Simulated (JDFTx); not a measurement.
Crystal: BaS.

```xyz
2
Lattice="0.0000 3.1938 3.1938 3.1938 0.0000 3.1938 3.1938 3.1938 0.0000" Properties=species:S:1:pos:R:3 pbc="T T T"
Ba    0.0000    0.0000    0.0000
S     3.1938    3.1938    3.1938
```

Base run:

```yaml
Program: JDFTx 1.7.0 (patched build)
Functional: BLYP
Potentials_or_basis: PseudoDojo-SR-PBE-0.5-standard with smoothed tails
Cutoff: 707 eV
Density_cutoff: 5660 eV
k_mesh: 7 × 7 × 7
Occupations: fermi-dirac, width 0.05 eV
Spin: no spin polarisation
```

Its results: band gap on the k mesh 2.34 eV, indirect (least direct gap 2.45 eV); pressure 3.1 GPa.

After a change of settings the same cell gave: band gap on the k mesh 2.39 eV, indirect (least direct gap 2.50 eV); pressure 1.9 GPa. Which change was it?
A. functional from BLYP to PBE; occupations from fermi-dirac, width 0.05 eV to gaussian, width 0.011 eV
B. functional from BLYP to PBE
C. functional from BLYP to LDA; potentials or basis from PseudoDojo-SR-PBE-0.5-standard with smoothed tails to PseudoDojo-SR-LDA-0.4.1-standard with smoothed tails; cutoff from 707 eV to 735 eV; density cutoff from 5660 eV to 5878 eV
D. functional from BLYP to revPBE

D.

Caveats: the empty levels aren't tightly converged; the potentials were made for another functional, which shifts forces and pressure; spin-orbit coupling is left out, which moves the levels of the heavy elements; an odd mesh through Γ misses points on the zone boundary, where band edges often lie.
